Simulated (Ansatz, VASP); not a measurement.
# HfB in VASP and in Ansatz

```
Hf B
1.0
     0.00000    2.41862    2.41862
     2.41862    0.00000    2.41862
     2.41862    2.41862    0.00000
Hf B
1 1
Direct
  0.50000 0.50000 0.50000
  0.00000 0.00000 0.00000
```

Alike in both runs: functional PBE; k mesh 5 × 5 × 5; no spin polarisation.

Ansatz relaxed the structure, and its values are those at the end. VASP's run is a single point on that final structure, the one shown.

|  | VASP | Ansatz |
| --- | --- | --- |
| version | VASP 6.6.1 | Ansatz 0.2.0 |
| potentials or method | VASP PAW PBE potentials, release 64 (Hf_pv, B) | plane waves, PAW |
| plane-wave cutoff (eV) | 520 | 530 |
| occupations | methfessel-paxton of order 1, width 0.1 eV | cold |
| valence electrons in the cell | 13 | 29 |

```tsv
	VASP	Ansatz	Ansatz less VASP
pressure (GPa)	0.1	0.0	-0.07
```

The two sets of potentials don't hold the same shells in valence.

Caveats: the k mesh is coarse (spacing up to 0.45 Å⁻¹), so the values aren't converged. The runs have no spin-orbit coupling, so splittings on Hf are missing.
